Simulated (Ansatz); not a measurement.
# NbAs (I4_1md) in Ansatz: band structure with HSEsol

Aim: the band structure of NbAs with HSEsol.

Program: Ansatz 0.2.0. These are calculated values, not measurements. Logs are shortened: lines on timing, memory, paths and dates and some standing lists are left out, and cuts for length are marked.

## Step 1: Starting point

The structure is tetragonal, space group I4_1md (No. 109). The conventional cell has a = 3.452 Å, b = 3.452 Å, c = 11.680 Å, α = 90.00°, β = 90.00°, γ = 90.00°. Nb (site symmetry 2mm) is surrounded by 6 As at 2.60 to 2.63 Å. Around As (site symmetry 2mm) lie 6 Nb at 2.60 to 2.63 Å.

## Step 2: Band structure, HSEsol

input.yaml

```yaml
crystal:
  lattice:
    - [-1.72585, 1.72585, 5.84]
    - [1.72585, -1.72585, 5.84]
    - [1.72585, 1.72585, -5.84]
  atoms:
    - { symbol: Nb, position: [0.5, 0.0, 0.5] }
    - { symbol: Nb, position: [0.75, 0.75, 0.0] }
    - { symbol: As, position: [0.916, 0.416, 0.5] }
    - { symbol: As, position: [0.166, 0.166, 0.0] }
hamiltonian:
  xc:
    exchange: hjs_pbesol
    correlation: pbesol
    exx: { coeff: 0.25, omega: 0.207 }
  pseudopotentials: { kind: paw }
kpoints:
  mp_grid: { grid: [6, 6, 6] }
  band_path:
    path:
      - [[0.0, 0.0, 0.0], [-0.5, 0.5, 0.0], [-0.5, 0.5, -0.0436667032], [-0.2718333516, 0.2718333516, -0.2718333516], [0.0, 0.0, 0.0], [0.5, 0.5, -0.5], [0.2718333516, 0.7281666484, -0.7281666484], [0.0, 0.5, -0.5], [-0.25, 0.75, -0.25], [0.0436667032, 0.9563332968, -0.5], [0.5, 0.5, -0.5]]
      - [[-0.5, 0.5, 0.0], [-0.25, 0.75, -0.25]]
    npoints: 4
scf:
  occupations: { method: fermi_dirac, width: 0.05 }
  n_extra_bands: 10
output:
  forces: true
  stress: true
  eigenvalues: true
  fatbands: false
```

Potentials or basis: Ansatz PAW.

The run is started by

```sh
ansatz run input.yaml --threads 2 --pin off --max-ram 5632MiB --backend cpu --events-out ev --progress --plain --runs-dir out
```

Standard output:

```text
Warning: output.stress: scf.convergence.dr2_threshold = 1e-7 eV (the SCF's general default) is looser than the 4e-10 eV advised for a printed stress (1e-10 eV for each atom of the cell: 4). What an SCF threshold leaves in a stress goes as its square root, and in the free energy as the threshold itself, and one threshold admits the most on a small cell: of the crystals measured, under no hybrid functional and no lock of the moments, on runs that ended without the residual-converged pass, on stresses that held no estimate of that error, the worst erred by over 100 MPa in a component at 1e-7 eV an atom and by under 5 at 1e-10. Set scf.convergence.dr2_threshold to 4e-10 eV or tighter. The threshold is an SCF's pass mark: one that does not reach it within its budget of iterations ends unconverged, or closes short of it on a stop that the run arms, and scf.convergence.dr2_threshold's page says what that costs each kind of run
Warning: output.stress: scf.exx.energy_threshold = 1e-6 eV is looser than the 4e-8 eV advised for a stress under a hybrid functional (1e-8 eV for each atom of the cell: 4). Every SCF of the exchange loop can meet its threshold on dr2 while the loop round them stops early: no threshold on dr2 bounds what that leaves in the stress. Set scf.exx.energy_threshold to 4e-8 eV or tighter. The threshold is the loop's pass mark: a loop that does not reach it within its budget of cycles ends unconverged, and scf.exx.energy_threshold's page has the law
Warning: RAYON_NUM_THREADS=2 ignored (pool sized by the plan → 2); use --threads N
basis.fft_grid_basis auto: the FFT boxes are laid along the combinations [[1, 0, 1], [0, 1, 1], [0, 0, 1]] of the cell's own vectors, 3.452, 3.452 and 6.330 Å long. The dense box has 24×24×45 points. Along the cell's own vectors, as sized, it would have 45×45×45, 3.52 times as many. Of the 8 symmetry operations that the crystal satisfies within crystal.symmetry.tolerance (time reversal apart; of a slab, those that keep its plane) the dense box along the cell's own vectors carries 8, and the one as laid loses 6 of those. basis.fft_grid_basis: typed keeps the cell's own vectors: state it where this run's energies or levels are differenced outside the engine with another run's, or held beside a run that keeps those vectors.
scf.n_extra_bands = 10 over 28 filled bands (N_el = 56.0): the run solves 38 bands
Engine: ansatz 0.2.0, x86_64-unknown-linux-gnu
Pseudopotentials: kind: paw
Pseudopotential: Nb, paw, valence charge 13, recommended cutoff 420 eV (normal), Nb.paw.azcp
Pseudopotential: As, paw, valence charge 15, recommended cutoff 420 eV (normal), As.paw.azcp
Functional definition: unnamed
  parameter a_1 = 0.25
  parameter omega_1 = 0.207/angstrom
  exchange = pbe_x(mu = 0.12345679012345678) + (-a_1)*hjs_pbesol_x_sr(omega_1) + a_1*exact_x_sr(omega_1)
  correlation = pbe_c(beta = 0.046)
Crystal: 4 atoms, lattice volume = 69.579 Å³
Basis set: ecut = 420 eV, 1371 PW (Γ), FFT grids on a1+a3, a2+a3, a3, exchange–correlation on 48×48×90 points (8 copies of the dense FFT grid, shifted against one another)
Bands: 38, of which v1, the nominal top of the filled ones, is band 28 counted from 1 (27 counted from 0)
Symmetry: 8 space group operations
Space group: I41md (ITA 109), of the structure as read, at distance tolerance 4.1e-5 Å
k-points: 30 of 216 (time reversal used)
Non-local potential: Nb, projectors of the file, l = 0: 3, l = 1: 2, l = 2: 2, l = 3: 1
Non-local potential: As, projectors of the file, l = 0: 2, l = 1: 2, l = 2: 3, l = 3: 1
PAW form: soft (Blöchl's): semilocal exchange-correlation on the pseudo side does not see the compensation charge
[... 51 lines left out ...]
hybrid SCF converged: 2 outer / 14 inner (+9 warm-up), last move |dexx| = 1.01e-6 eV, tail = 1.99e-8 eV
Stability not checked: this state was not tested for a lower state beside it, because the functional holds exact exchange (a hybrid, or Hartree-Fock), whose exchange loop this test does not read (fock_operator; see scf.lower_state_search)
Free energy (F): -18682.470187 eV
Frozen-core exchange: fock
Harris-Foulkes:  -18682.470187 eV  (|F-HF|=4.44e-10)
Internal energy: -18682.462441 eV  (E = F + TS)
E sigma→0 (E₀):  -18682.466314 eV
Entropy (-TS):   -0.007746 eV (-1.936 meV/atom)
Fermi energy:    16.181900 eV
--- Per-component energies (eV) ---
  E_band       = -627.983498
  E_kinetic    = 994.476487
  E_local      = -4329.742337  (includes V_loc(G=0)·N_el)
  E_nonlocal   = -1096.626908
  E_hartree    = 2140.147401
  E_xc         = -409.376869
  E_vxc        = -467.753763  (∫ρ·V_xc dr)
  E_exx        = -195.476334  (= α·E_x^exact, valence–valence)
  E_paw        = -9584.978071  (= ΣΔE_a)
  E_vpaw       = 382.320711  (= ΣTr[D̂ρ^β])
  E_aug_tail   = 0.000024  (compensation charges beyond the density's cutoff)
  E_ewald      = -6200.251917
  E_core_change = -0.633916  (= ΣΔE_core)
  E_smearing   = -0.007746  (= −TS)
  E_closure    = -0.000000  (closes the sum)
  Σ components = -18682.470187   (vs F -18682.470187, Δ=0.00e0)
--- Forces (eV/Å), atoms counted from 1 ---
  atom   1  Nb     0.00000000    -0.00000000    -0.28374808
  atom   2  Nb    -0.00000000    -0.00000000    -0.28374808
  atom   3  As     0.00000000     0.00000000     0.28373474
  atom   4  As    -0.00000000     0.00000000     0.28373474
  max |Σ_I F_I| component: 2.67e-5 eV/Å
--- Stress (GPa, compression-positive) ---
       -5.695410       0.000000      -0.000000
        0.000000      -5.695410      -0.000000
       -0.000000       0.000000      -3.393159
  P = ⅓ Tr σ = -4.9280 GPa (-49.280 kbar)
--- Band table (eV; the first three rows and the last of 30) ---
  k-point 0: bands = ["-42.9240", "-42.8887", "-23.0789", "-23.0789", "-23.0680", "-23.0641", "-23.0591", "-23.0575", "-23.0561", "-23.0554", "-23.0554", "-23.0531", "-17.7970", "-17.6280", "-17.6280", "-17.4667", "-17.4667", "-17.4045", "1.3175", "3.9081", "8.9871", "12.8252", "13.4909", "13.4909", "13.7135", "14.1177", "14.4498", "14.4498", "17.1428", "17.8016", "18.9823", "19.6139", "19.6139", "20.2928", "20.6611", "20.6611", "21.9786", "22.7066"]
  k-point 1: bands = ["-42.9142", "-42.8838", "-23.0811", "-23.0771", "-23.0660", "-23.0641", "-23.0623", "-23.0613", "-23.0553", "-23.0550", "-23.0517", "-23.0506", "-17.7658", "-17.6895", "-17.6736", "-17.5289", "-17.5104", "-17.4026", "2.0371", "4.0870", "9.5273", "11.5798", "12.3632", "12.7379", "13.0019", "14.1854", "15.0092", "15.2034", "16.5841", "16.6504", "18.6822", "19.2367", "20.3373", "20.4385", "20.4636", "21.9635", "24.2882", "25.1634"]
  k-point 2: bands = ["-42.8931", "-42.8756", "-23.0850", "-23.0789", "-23.0669", "-23.0646", "-23.0623", "-23.0612", "-23.0552", "-23.0552", "-23.0450", "-23.0445", "-17.8145", "-17.8035", "-17.6531", "-17.6314", "-17.5726", "-17.4271", "3.4150", "4.1954", "10.0387", "10.1244", "11.4318", "12.0798", "12.1034", "13.2561", "15.0308", "15.2918", "17.2625", "18.3333", "18.4185", "19.7943", "20.2321", "21.0047", "21.5510", "22.9344", "22.9975", "23.7972"]
  k-point 29: bands = ["-42.9064", "-42.9064", "-23.0807", "-23.0807", "-23.0653", "-23.0653", "-23.0583", "-23.0583", "-23.0554", "-23.0554", "-23.0535", "-23.0535", "-17.6398", "-17.6398", "-17.6040", "-17.6040", "-17.4550", "-17.4550", "2.3725", "2.3725", "11.4787", "11.4787", "12.9825", "12.9825", "13.1937", "13.1937", "15.3755", "15.3755", "17.4520", "17.4520", "18.5204", "18.5204", "19.8639", "19.8639", "21.5310", "21.5310", "23.3574", "23.3574"]
```

It took 7 min on 2 threads of AMD EPYC 9R05 (Zen 5), shared host; peak memory 3.2 GiB.

Results:

```
Free energy             : -18682.4702 eV
Pressure                : -4.9 GPa
Largest force           : 0.284 eV/Å
Band gap along the path : none (metal or under the smearing width)
```

Forces in eV/Å, atoms in the order of the input:
```
Nb   0.000  0.000 -0.284
Nb   0.000  0.000 -0.284
As   0.000  0.000  0.284
As   0.000  0.000  0.284
```

Levels at the corners of the path, in eV from the Fermi level:
```tsv
point	band 25	band 26	band 27	band 28	band 29	band 30	band 31	band 32
Γ	-2.47	-2.06	-1.73	-1.73	0.96	1.62	2.80	3.43
X	-3.39	-3.39	-0.99	-0.99	2.95	2.95	3.17	3.17
Y	-3.36	-3.36	-1.02	-1.02	2.79	2.79	3.20	3.20
S	-2.64	-2.57	-1.86	-0.12	0.16	1.78	2.46	2.85
Γ	-2.47	-2.06	-1.73	-1.73	0.96	1.62	2.80	3.43
Z	-2.99	-2.99	-0.81	-0.81	1.27	1.27	2.34	2.34
S1	-2.64	-2.57	-1.86	-0.12	0.16	1.78	2.46	2.85
N	-2.66	-2.35	-1.76	-0.14	0.13	1.44	2.60	2.70
P	-3.41	-3.41	-0.98	-0.98	2.97	2.97	3.13	3.13
Y1	-3.36	-3.36	-1.02	-1.02	2.79	2.79	3.20	3.20
Z	-2.99	-2.99	-0.81	-0.81	1.27	1.27	2.34	2.34
X	-3.39	-3.39	-0.99	-0.99	2.95	2.95	3.17	3.17
P	-3.41	-3.41	-0.98	-0.98	2.97	2.97	3.13	3.13
```

Caveat: the k mesh is coarse (spacing up to 0.43 Å⁻¹), so the values aren't converged, least of all with exact exchange; the PAW data sets come from PBE, with cores solved anew for the run's functional, which leaves a small shift of forces and pressure; the thresholds are loose for stress.
